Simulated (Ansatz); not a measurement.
Born–Oppenheimer molecular dynamics of a periodic cell of 16 atoms, WC (start crystal WC, start structure P-6m2, volume 1 times the crystal's). It goes on from the last frame of an earlier run, with new velocities.

Computed with Ansatz 0.2.0, DFT PBE, scalar-relativistic, plane waves, PAW. Settings: accuracy low, PAW set soft_1, cutoff 420 eV, k mesh 2x2x2, fermi-dirac smearing 0.3 eV, no spin polarisation.

```
ensemble        : NPT, Langevin
time step       : 1 fs
steps asked     : 210
set temperature : 2450 K
friction        : 0.005 /fs
pressure        : 1 GPa
seed            : 304343
```

First frame:

```xyz
16
Lattice="-2.9008 -5.0243 0.0000 4.3512 -2.5122 0.0000 0.0000 0.0000 5.6590" Properties=species:S:1:pos:R:3
W 0.073 -4.860 -0.277
C 1.470 -3.626 1.249
W -0.162 -4.649 2.648
C 1.351 -3.482 4.171
W -1.500 -2.440 -0.153
C -0.191 -1.385 1.179
W -1.657 -2.179 2.910
C -0.261 -1.284 4.058
W 1.252 -2.212 0.064
C 2.981 -1.368 1.366
W 1.612 -2.211 2.749
C 2.776 -1.315 4.074
W -0.207 0.187 -0.077
C -1.661 -3.816 1.519
W -0.114 0.287 2.892
C -1.515 -4.046 4.416
```

Question: What does the run give?

Answer: The run went to its last step.

```
steps done                                               : 210
time covered                                             : 210 fs
mean temperature over the second half                    : 2557 K
spread of the potential energy over the second half      : 69.0 meV per atom
mean potential energy of the second half above the start : -134.5 meV per atom
mean pressure over the second half                       : -0.7 GPa
```

The conserved energy stayed within 0.4 meV per atom of its start (net change 0.048 meV per atom), so the integration is sound. A run of 0.21 ps of so small a system gives no equilibrium averages. Limits of this set-up: coarse k mesh, low accuracy level. The cell's volume went from 165 to 174 Å³.

Question: What happens to the structure?

Answer: Mean squared displacements from the first frame to the last, about the centre of mass, the cell's change included: W 0.06 Å², C 0.11 Å². The details hang on the random start.

Question: How do temperature and energy run in time?

Answer: 
| time (fs) | T (K) | potential energy less start (eV) | conserved less start (meV/atom) | P (GPa) | volume (Å³) |
| --- | --- | --- | --- | --- | --- |
| 0 | 2297 | 0.000 | 0.00 | 34.1 | 165.0 |
| 10 | 2835 | -1.426 | -0.34 | 25.1 | 167.0 |
| 20 | 2331 | -1.230 | 0.05 | 13.3 | 173.4 |
| 30 | 2237 | -1.953 | -0.18 | -3.1 | 182.3 |
| 40 | 2606 | -1.918 | -0.08 | -17.4 | 190.5 |
| 50 | 2640 | -1.610 | -0.01 | -24.1 | 194.3 |
| 60 | 2390 | -2.004 | -0.05 | -22.8 | 192.4 |
| 70 | 2270 | -2.395 | -0.04 | -11.0 | 185.0 |
| 80 | 2127 | -2.691 | -0.05 | 5.0 | 176.4 |
| 90 | 2438 | -3.221 | -0.12 | 16.5 | 169.9 |
| 100 | 2130 | -2.311 | 0.17 | 22.9 | 166.9 |
| 110 | 2520 | -3.300 | -0.13 | 19.6 | 167.6 |
| 120 | 2515 | -3.551 | 0.00 | 7.9 | 171.9 |
| 130 | 2800 | -3.116 | 0.01 | -5.3 | 178.6 |
| 140 | 2999 | -3.282 | -0.07 | -15.8 | 184.5 |
| 150 | 3020 | -2.399 | -0.01 | -16.9 | 187.8 |
| 160 | 2498 | -0.895 | 0.04 | -11.5 | 187.8 |
| 170 | 2549 | -1.117 | -0.02 | -7.9 | 185.1 |
| 180 | 2395 | -1.299 | -0.09 | -2.4 | 181.0 |
| 190 | 1559 | -0.214 | 0.23 | 7.5 | 177.1 |
| 200 | 2775 | -2.130 | -0.05 | 10.5 | 174.6 |
| 210 | 2896 | -2.655 | 0.05 | 10.5 | 174.2 |

The run took 19 min on 1 thread of Arm Neoverse V2, on a shared host, peak memory 0.67 GiB.
